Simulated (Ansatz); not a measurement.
A (111) slab of Ti (Fm-3m (No. 225)), 5 planes, outer planes Ti (top) and Ti (bottom), with 5 atoms (Ti5) in a surface cell of A = 7.322 Å², as cut from the bulk:

```
Ti
1.0
     2.90765    0.00000    0.00000
    -1.45382    2.51810    0.00000
     0.00000    0.00000   24.49634
Ti
5
Direct
  0.66667 0.33333 0.30617
  0.33333 0.66667 0.40308
  0.00000 0.00000 0.50000
  0.66667 0.33333 0.59692
  0.33333 0.66667 0.69383
```

All numbers below come from DFT PBE, scalar-relativistic, plane waves, PAW in Ansatz. Plane waves to 420 eV, a k mesh through Γ of 12×12×1 on the computed 5-atom cell and Gaussian smearing (0.10 eV); no spin polarisation. The cell repeats along c with a dipole correction in the vacuum.

Against the same 5 atoms in the bulk, the slab as cut lies 1.758 eV higher and the relaxed slab 1.669 eV higher.

(1) Work out the surface energy before and after relaxation.

(2) A cut through this plane breaks about 3 nearest-neighbour bonds a surface cell. What does each broken bond cost, before relaxation?

(3) What is the ideal work of this cut, per area?

Results:

(1) The slab has two faces, so γ = (E_slab − N·E_bulk)/(2A), the mean of both. As cut: 1.758/(2 × 7.322) = 0.1200 eV/Å², and 1 eV/Å² = 16.02 J/m², so γ = 1.92 J/m². Relaxed: 1.669/(2 × 7.322) = 0.1140 eV/Å² = 1.83 J/m². Relaxation recovers 5 % of the cost of cutting.

(2) One cut makes two faces and costs 2γA = 1.758 eV, shared by 3 bonds: 0.59 eV a bond. In a metal this is less than the cohesive energy a bond, since the bonds that remain at the surface strengthen.

(3) Griffith's ideal work is 2γ: 3.85 J/m² if the new faces stay rigid, 3.65 J/m² if they relax. One thickness was run, 5 planes, so γ can still shift with it.

The reference crystal is the fcc form of Ti, which isn't its usual structure.